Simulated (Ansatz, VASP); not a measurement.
# MgI2 in VASP and in Ansatz

```
Mg I
1.0
     4.11546    0.00000    0.00000
    -2.05773    3.56409    0.00000
     0.00000    0.00000    7.64138
Mg I
1 2
Direct
  0.00000 0.00000 0.00000
  0.33333 0.66667 0.79355
  0.66667 0.33333 0.20645
```

Alike in both runs: task single point; functional PBE; k mesh 6 × 6 × 4; occupations gaussian, width 0.05 eV; no spin polarisation.

```csv
,VASP,Ansatz
version,VASP 6.6.1,Ansatz 0.2.0
potentials or method,"VASP PAW PBE potentials, release 64 (Mg, I)","scalar-relativistic, plane waves, PAW"
plane-wave cutoff (eV),520,520
valence electrons in the cell,16,44
```

Ansatz gave:

| Property | Result |
| --- | --- |
| gap on the k mesh at the Fermi level (eV) | 3.78 |
| least direct gap on the mesh (eV) | 4.11 |
| pressure (GPa) | 2.9 |
| largest component of the traceless stress (GPa) | 0.30 |
| rms of the force components (eV/Å) | 0.331 |

Q: Estimate VASP's values.

A: gap on the k mesh at the Fermi level (eV): 3.76; least direct gap on the mesh (eV): 4.10; pressure (GPa): 2.8; largest component of the traceless stress (GPa): 0.31; rms of the force components (eV/Å): 0.327.

Atom by atom the forces differ by 0.004 eV/Å (rms over components). The two sets of potentials don't hold the same shells in valence.

Caveats: spin-orbit coupling is left out, which moves the levels of the heavy elements; this functional lacks dispersion, which binds the layers, so the pressure and a relaxed spacing across them are unreliable. A k mesh can miss the band edges.
